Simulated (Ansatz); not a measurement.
## WS2 (P-6m2)

Method: DFT r2SCAN, scalar-relativistic, plane waves, PAW (Ansatz 0.2.0).

Settings: cutoff 500 eV, Γ-centred mesh 12×12×2 on the computed 3-atom cell, Gaussian smearing of 0.02 eV; no spin polarisation.

The structure is relaxed at this level of theory with its symmetry kept. This form isn't the usual stable structure of the compound.

The structure is hexagonal, space group P-6m2 (No. 187). The conventional cell has a = 3.181 Å, b = 3.181 Å, c = 16.951 Å, α = 90.00°, β = 90.00°, γ = 120.00°. Around W (site symmetry -6m2) lie 6 S at 2.41 Å. Around S (site symmetry 3m) lie 3 W at 2.41 Å.

* Volume per atom: 49.52 Å³
* Formation energy from the elements' standard states (uncorrected): -0.893 eV/atom
* Generalised Kohn–Sham band gap: 1.89 eV, indirect from Γ to K
* Löwdin character of the top 1 eV of the valence band: W 5d 67 %, S 3p 27 %
* Löwdin character of the lowest 1 eV of the conduction band: W 5d 61 %, S 3p 33 %
* Electron masses at the edge by Cartesian direction of the standard setting (m_e; degenerate bands sorted by energy; no spin-orbit coupling): x: 0.29; y: 0.29; z: over 30
* Hole masses at the edge by Cartesian direction of the standard setting (m_e; degenerate bands sorted by energy; no spin-orbit coupling): x: 2.4; y: 2.4; z: over 30
* Bader charges (e): W (1 in the cell) 1.46, S (2 in the cell) -0.73

Spin-orbit coupling is left out, which matters for the bands of heavy elements. Each cell of WS2 holds layers, and where no dispersion correction was added their binding is poorly described.